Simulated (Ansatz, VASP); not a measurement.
One calculation of AlN, two programs

```
Al N
1.0
     1.65093   -2.85941    0.00000
     1.65093    2.85941    0.00000
     0.00000    0.00000    3.96223
Al N
2 2
Direct
  0.00000 0.00000 0.99604
  0.66667 0.33333 0.49604
  0.00000 0.00000 0.49596
  0.66666 0.33334 0.99596
```

Alike in both runs: functional PBEsol; k mesh 9 × 9 × 7; no spin polarisation.

Ansatz relaxed the structure, and its values are those at the end. VASP's run is a single point on that final structure, the one shown.

```csv
,VASP,Ansatz
version,VASP 6.6.1,Ansatz 0.2.0
potentials or method,"VASP PAW PBE potentials, release 64 (Al, N)","scalar-relativistic, plane waves, PAW"
plane-wave cutoff (eV),520,520
occupations,"gaussian, width 0.01 eV",fixed
valence electrons in the cell,16,16
```

```tsv
	VASP	Ansatz	Ansatz less VASP
gap on the k mesh at the Fermi level (eV)	3.75	3.74	-0.013
least direct gap on the mesh (eV)	3.75	3.74	-0.013
pressure (GPa)	10.0	10.0	+0.04
```

Ansatz warned: «near_symmetry_operations_not_taken».

Caveats: the PAW data sets were made with another functional, which shifts forces and pressure a little (VASP); an odd mesh through Γ misses points on the zone boundary, where band edges often lie.
